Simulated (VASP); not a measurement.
A run of VASP 6.6.1 is set up as follows.

Contents of INCAR:

```
ALGO = Normal
EDIFF = 1E-6
ENCUT = 520
GGA = PS
ISIF = 2
ISMEAR = -1
LASPH = True
LCHARG = False
LREAL = Auto
LWAVE = False
NBANDS = 46
NELM = 60
PREC = Accurate
SIGMA = 0.3
```

KPOINTS

```
k-points
0
Gamma
  2 2 2
```

The input POSCAR:

```
Si
1.0
    0.0000000000      5.4300000000      5.4300000000
    5.4300000000      0.0000000000      5.4300000000
    5.4300000000      5.4300000000      0.0000000000
Si
16
Direct
   -0.0118968692      0.0510865562      0.2174769797
    0.2212523020      0.2362430939     -0.1982504604
    0.0047605893      0.2668968692      0.4377808471
    0.1745948435      0.0236924494      0.6805801105
   -0.2539779006      0.7263904236      0.1917127072
    0.1495672192      0.6331399632      0.1704511971
    0.1834069982      0.5610865562      0.4890791897
    0.0020718232      0.7642633517      0.8320165746
    0.4439779006     -0.1207550645      0.0426335175
    0.5882596685      0.0959576427      0.1856261510
    0.5432044199     -0.1208471455      0.5095211786
    0.7651473297      0.0211510129      0.6243370166
    0.5608195212      0.4254051565      0.0664364641
    0.6545027624      0.3463812155      0.4152394107
    0.3392173112      0.5159023941      0.7628453039
    0.7283425414      0.5174401473      0.6974585635
```

Potentials or basis: VASP PAW PBE potentials, release 64 (Si).

Run with:

```bash
$ cat potpaw_PBE.64/Si/POTCAR > POTCAR
$ mpirun -np 1 vasp_std > vasp.out
```

Problem. Estimate the largest force.

Solution. 2.823 eV/Å.

Problem. Estimate the band gap on the k mesh.

Solution. None (metal or under the smearing width).

Stress tensor (GPa, compression positive):
```
-5.48 -0.18  1.19
-0.18 -2.99 -4.58
 1.19 -4.58 -5.25
```

Caveat: the k mesh is coarse (spacing up to 0.50 Å⁻¹), so the values aren't converged; the PAW data sets were made with another functional, which shifts forces and pressure a little.
